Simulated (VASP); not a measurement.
# CdTe (F-43m) in VASP: settings compared

CdTe is run at these levels: LDA, PBE; tasks: single point.

Program: VASP 6.6.1. These are calculated values, not measurements. Logs are shortened: lines on timing, memory, paths and dates and some standing lists are left out, and cuts for length are marked.

**The experiment to reproduce.**

A printed reference work, data compilation reports, for a bulk crystal of CdTe at 0 K: band gap 1.607 eV.

How close the calculation comes is told below.

**1. The cell of the first run**

The structure is cubic, space group F-43m (No. 216). Conventional cell: a = 6.411 Å, b = 6.411 Å, c = 6.411 Å, α = 90.00°, β = 90.00°, γ = 90.00°. Within 3.7 Å of Cd (site symmetry -43m) lie 4 Te at 2.78 Å. Within 3.7 Å of Te (site symmetry -43m) lie 4 Cd at 2.78 Å.

**2. Single point, LDA**

INCAR

```
PREC = Accurate
ENCUT = 520
EDIFF = 1E-7
ISMEAR = -1
SIGMA = 0.02
LREAL = False
LASPH = True
NELM = 60
ALGO = Normal
ISIF = 2
LWAVE = False
LCHARG = True
GGA = CA
LELF = True
LVHAR = True
NBANDS = 16
```

KPOINTS

```
regular mesh
0
Gamma
  6 6 6
```

POSCAR

```
CdTe
1.0
    0.0000000000      3.2053175842      3.2053175842
    3.2053175842      0.0000000000      3.2053175842
    3.2053175842      3.2053175842      0.0000000000
Cd Te
1 1
Direct
    0.0000000000      0.0000000000      0.0000000000
    0.2500000000      0.2500000000      0.2500000000
```

Potentials or basis: VASP PAW LDA potentials, release 64 (Cd, Te).

Command:

```sh
> cat potpaw_LDA.64/Cd/POTCAR potpaw_LDA.64/Te/POTCAR > POTCAR
> mpirun -np 1 vasp_std > vasp.out
```

OUTCAR:

```text
PREC = Accurate
   ENCUT = 520
   EDIFF = 1E-7
   ISMEAR = -1
   LREAL = False
   LASPH = True
   NELM = 60
   ISIF = 2
   GGA = CA

 ion  position               nearest neighbor table
   1  0.000  0.000  0.000-   2 2.78   2 2.78   2 2.78   2 2.78
   2  0.250  0.250  0.250-   1 2.78   1 2.78   1 2.78   1 2.78

  LATTYP: Found a face centered cubic cell.
 ALAT       =     6.4106351684

  Lattice vectors:

 A1 = (   0.0000000000,   3.2053175842,   3.2053175842)
 A2 = (   3.2053175842,   0.0000000000,   3.2053175842)
 A3 = (   3.2053175842,   3.2053175842,   0.0000000000)

Analysis of symmetry for initial positions (statically):
=====================================================================
 Subroutine PRICEL returns:
 Original cell was already a primitive cell.

 Routine SETGRP: Setting up the symmetry group for a
 face centered cubic supercell.

 Subroutine GETGRP returns: Found 24 space group operations
 (whereof 24 operations were pure point group operations)
 out of a pool of 48 trial point group operations.

The static configuration has the point symmetry T_d .

Analysis of symmetry for dynamics (positions and initial velocities):
=====================================================================
 Subroutine PRICEL returns:
 Original cell was already a primitive cell.

 Routine SETGRP: Setting up the symmetry group for a
 face centered cubic supercell.

 Subroutine GETGRP returns: Found 24 space group operations
 (whereof 24 operations were pure point group operations)
 out of a pool of 48 trial point group operations.

The dynamic configuration has the point symmetry T_d .

 Subroutine INISYM returns: Found 24 space group operations
 (whereof 24 operations are pure point group operations),
 and found     1 'primitive' translations

----------------------------------------------------------------------------------------

                                     Primitive cell

  volume of cell :      65.8633

  direct lattice vectors                    reciprocal lattice vectors
     0.000000000  3.205317584  3.205317584    -0.155990783  0.155990783  0.155990783
     3.205317584  0.000000000  3.205317584     0.155990783 -0.155990783  0.155990783
     3.205317584  3.205317584  0.000000000     0.155990783  0.155990783 -0.155990783

  length of vectors
     4.533003599  4.533003599  4.533003599     0.270183962  0.270183962  0.270183962

  position of ions in fractional coordinates (direct lattice)
     0.000000000  0.000000000  0.000000000
     0.250000000  0.250000000  0.250000000

  ion indices of the primitive-cell ions
   primitive index   ion index
                 1           1
                 2           2

----------------------------------------------------------------------------------------

 KPOINTS: regular mesh

Automatic generation of k-mesh.
 Grid dimensions read from file:
 generate k-points for:    6    6    6

 Generating k-lattice:

  Cartesian coordinates                     Fractional coordinates (reciprocal lattice)
    -0.025998464  0.025998464  0.025998464     0.166666667  0.000000000  0.000000000
     0.025998464 -0.025998464  0.025998464     0.000000000  0.166666667  0.000000000
     0.025998464  0.025998464 -0.025998464     0.000000000  0.000000000  0.166666667

  Length of vectors
     0.045030660  0.045030660  0.045030660

  Shift w.r.t. Gamma in fractional coordinates (k-lattice)
     0.000000000  0.000000000  0.000000000

 Subroutine IBZKPT returns following result:
 ===========================================

 Found     16 irreducible k-points:

 Following reciprocal coordinates:
            Coordinates               Weight
  0.000000  0.000000  0.000000      1.000000
  0.166667  0.000000  0.000000      8.000000
  0.333333  0.000000  0.000000      8.000000
  0.500000  0.000000  0.000000      4.000000
  0.166667  0.166667  0.000000      6.000000
  0.333333  0.166667  0.000000     24.000000
[... 8 lines left out ...]
 -0.333333  0.333333  0.166667     24.000000
 -0.333333  0.500000  0.166667     12.000000
   k-points           NKPTS =     16   k-points in BZ     NKDIM =     16   number of bands    NBANDS=     16
   number of dos      NEDOS =    301   number of ions     NIONS =      2
   total plane-waves  NPLWV =  46656
   dimension x,y,z NGX =    36 NGY =   36 NGZ =   36
   dimension x,y,z NGXF=    72 NGYF=   72 NGZF=   72
   ions per type =               1   1
   NGX,Y,Z   is equivalent  to a cutoff of  13.20, 13.20, 13.20 a.u.
   NGXF,Y,Z  is equivalent  to a cutoff of  26.41, 26.41, 26.41 a.u.
 SYSTEM =  unknown system
   PREC   = accura    normal or accurate (medium, high low for compatibility)
   ISTART =      0    job   : 0-new  1-cont  2-samecut
   ICHARG =      2    charge: 1-file 2-atom 10-const
   ISPIN  =      1    spin polarized calculation?
   LNONCOLLINEAR =      F non collinear calculations
   LSORBIT =      F    spin-orbit coupling
   LASPH  =      T    aspherical Exc in radial PAW
   ENCUT  =  520.0 eV  38.22 Ry    6.18 a.u.   8.43  8.43  8.43*2*pi/ulx,y,z
   NELM   =     60;   NELMIN=  2; NELMDL= -5     # of ELM steps
   EDIFF  = 0.1E-06   stopping-criterion for ELM
   LREAL  =      F    real-space projection
   EDIFFG = 0.1E-05   stopping-criterion for IOM
   NSW    =      0    number of steps for IOM
   IBRION =     -1    ionic relax: 0-MD 1-quasi-New 2-CG
   NFREE  =      0    steps in history (QN), initial steepest desc. (CG)
   ISIF   =      2    stress and relaxation
   ISYM   =      2    0-nonsym 1-usesym 2-fastsym
   POTIM  = 0.5000    time-step for ionic-motion
   TEBEG  =    0.0;   TEEND  =   0.0 temperature during run
   PSTRESS=    0.0 pullay stress
   NELECT =      18.0000    total number of electrons
   NUPDOWN=      -1.0000    fix difference up-down
   EMIN   =  10.00;   EMAX   =-10.00  energy-range for DOS
   EFERMI =   0.00;   METHOD = LEGACY
   ISMEAR =    -1;   SIGMA  =   0.02  broadening in eV -4-tet -1-fermi 0-gaus
   EFERMI_NEDOS =   21; number of points for ismear=-14 and -15
   IALGO  =     38    algorithm
   IMIX   =      4    mixing-type and parameters
     AMIX     =   0.40;   BMIX     =  1.00
     AMIX_MAG =   1.60;   BMIX_MAG =  1.00
  volume/ion in A,a.u.               =      32.93       222.23
  Fermi-wavevector in a.u.,A,eV,Ry     =   1.062392  2.007629 15.356566  1.128676
  Thomas-Fermi vector in A             =   2.197841
   LORBIT       =      0    0 simple, 1 ext, 2 COOP (PROOUT), +10 PAW based schemes
   GGA     = CA    functional components
   LHFCALC =     F    Hartree Fock is set to
   AEXX    =    0.0000 exact exchange contribution
   IVDW    =     0    specifies the selected vdW correction
   LEPSILON=     F    determine dielectric tensor
   LRPA    =     F    only Hartree local field effects (RPA)
 non-spin polarized calculation
  energy-cutoff  :      520.00
  volume of cell :       65.86
 maximum number of plane-waves:      1807
 NGX is ok and might be reduce to    36
   NGX = 17   NGY = 17   NGZ = 17

 number of electron      17.9999995 magnetization

 Free energy of the ion-electron system (eV)
  ---------------------------------------------------
  ext. energy  EPLUGINS =         0.00000000
  ---------------------------------------------------
  free energy    TOTEN  =        -6.04430665 eV

  energy without entropy =       -6.04430665  energy(sigma->0) =       -6.04430665

 E-fermi :   2.8036     XC(G=0):  -9.0874

 val. band max:        2.4672432108   @ k =   0.0000   0.0000   0.0000
 cond. band min:       3.1170473121   @ k =   0.0000   0.0000   0.0000
 fundamental gap:      0.6498041013
 Fermi energy:         2.8036432829

 k-point     1 :       0.0000    0.0000    0.0000
  band No.  band energies     occupation
      1      -8.9658      2.00000
      2      -5.9484      2.00000
      3      -5.9484      2.00000
      4      -5.9484      2.00000
      5      -5.6596      2.00000
      6      -5.6596      2.00000
[... 8 lines left out ...]
     15      11.8579      0.00000
     16      11.8579      0.00000

 k-point     2 :       0.1667    0.0000    0.0000
  band No.  band energies     occupation
      1      -8.8567      2.00000
      2      -5.9277      2.00000
      3      -5.9277      2.00000
      4      -5.8640      2.00000
      5      -5.6611      2.00000
      6      -5.6611      2.00000
[... 8 lines left out ...]
     15      10.8853      0.00000
     16      10.8853      0.00000

 k-point     3 :       0.3333    0.0000    0.0000
  band No.  band energies     occupation
      1      -8.6374      2.00000
      2      -5.8922      2.00000
      3      -5.8922      2.00000
      4      -5.6569      2.00000
      5      -5.6569      2.00000
      6      -5.5674      2.00000
[... 8 lines left out ...]
     15      11.3073      0.00000
     16      11.3073      0.00000

 k-point     4 :       0.5000    0.0000    0.0000
  band No.  band energies     occupation
      1      -8.5296      2.00000
      2      -5.8785      2.00000
      3      -5.8785      2.00000
      4      -5.6500      2.00000
      5      -5.6500      2.00000
      6      -5.2869      2.00000
[... 8 lines left out ...]
     15      12.7587      0.00000
     16      12.7587      0.00000
[... 172 lines left out ...]
 k-point    14 :       0.5000    0.3333    0.1667
  band No.  band energies     occupation
      1      -8.4986      2.00000
      2      -5.8428      2.00000
      3      -5.8351      2.00000
      4      -5.7086      2.00000
      5      -5.6463      2.00000
      6      -5.3325      2.00000
[... 8 lines left out ...]
     15      12.7233      0.00000
     16      13.9256      0.00000

 k-point    15 :      -0.3333    0.3333    0.1667
  band No.  band energies     occupation
      1      -8.4310      2.00000
      2      -5.8351      2.00000
      3      -5.8184      2.00000
      4      -5.6882      2.00000
      5      -5.6575      2.00000
      6      -5.1200      2.00000
[... 8 lines left out ...]
     15      12.9190      0.00000
     16      13.7010      0.00000

 k-point    16 :      -0.3333    0.5000    0.1667
  band No.  band energies     occupation
      1      -8.3981      2.00000
      2      -5.8056      2.00000
      3      -5.8013      2.00000
      4      -5.7143      2.00000
      5      -5.6465      2.00000
      6      -5.0670      2.00000
[... 8 lines left out ...]
     15      13.5662      0.00000
     16      13.8096      0.00000

------------------------ aborting loop because EDIFF is reached ----------------------------------------

  FORCE on cell =-STRESS in cart. coord.  units (eV):
  Direction    XX          YY          ZZ          XY          YZ          ZX
  --------------------------------------------------------------------------------------
  -------------------------------------------------------------------------------------
  Total        0.0999007      0.0999007      0.0999007      0.0000000      0.0000000     -0.0000000
  in kB        2.4301661      2.4301661      2.4301661      0.0000000      0.0000000     -0.0000000
  external PRESSURE =       2.4301661 kB  Pullay stress =       0.0000000 kB

 VOLUME and BASIS-vectors are now :
 -----------------------------------------------------------------------------
  energy-cutoff  :      520.00
  volume of cell :       65.86
      direct lattice vectors                 reciprocal lattice vectors
     0.000000000  3.205317584  3.205317584    -0.155990783  0.155990783  0.155990783
     3.205317584  0.000000000  3.205317584     0.155990783 -0.155990783  0.155990783
     3.205317584  3.205317584  0.000000000     0.155990783  0.155990783 -0.155990783

 POSITION                                       TOTAL-FORCE (eV/Angst)
 -----------------------------------------------------------------------------------
      0.00000      0.00000      0.00000        -0.000000     -0.000000     -0.000000
      1.60266      1.60266      1.60266         0.000000      0.000000      0.000000
 -----------------------------------------------------------------------------------
    total drift:                                0.000000      0.000000      0.000000

  FREE ENERGIE OF THE ION-ELECTRON SYSTEM (eV)
  ---------------------------------------------------
  free  energy   TOTEN  =        -6.0443066522 eV

  energy  without entropy=       -6.0443066512  energy(sigma->0) =       -6.04430665
```

It took 10 s on 1 thread of AMD EPYC 9R45 (Zen 5), shared host; peak memory 0.15 GiB.

What came out:

```yaml
Free_energy: -6.0443 eV
Pressure: 0.2 GPa
Band_gap_on_the_k_mesh: 0.65 eV, direct
```

Levels at points of the mesh, in eV from the valence-band top:
| k point | band 6 | band 7 | band 8 | band 9 | band 10 | band 11 | band 12 | band 13 |
| --- | --- | --- | --- | --- | --- | --- | --- | --- |
| (0.00, 0.00, 0.00) | -8.13 | 0.00 | 0.00 | 0.00 | 0.65 | 4.47 | 4.47 | 4.47 |
| (0.50, 0.00, 0.00) | -7.75 | -4.69 | -0.84 | -0.84 | 1.69 | 5.08 | 5.08 | 6.88 |
| (0.50, 0.50, 0.00) | -7.61 | -4.54 | -2.01 | -2.01 | 2.37 | 2.54 | 8.82 | 9.15 |

Caveat: spin-orbit coupling is left out, which moves the levels of the heavy elements.

(Continued in part 2 of 2.)
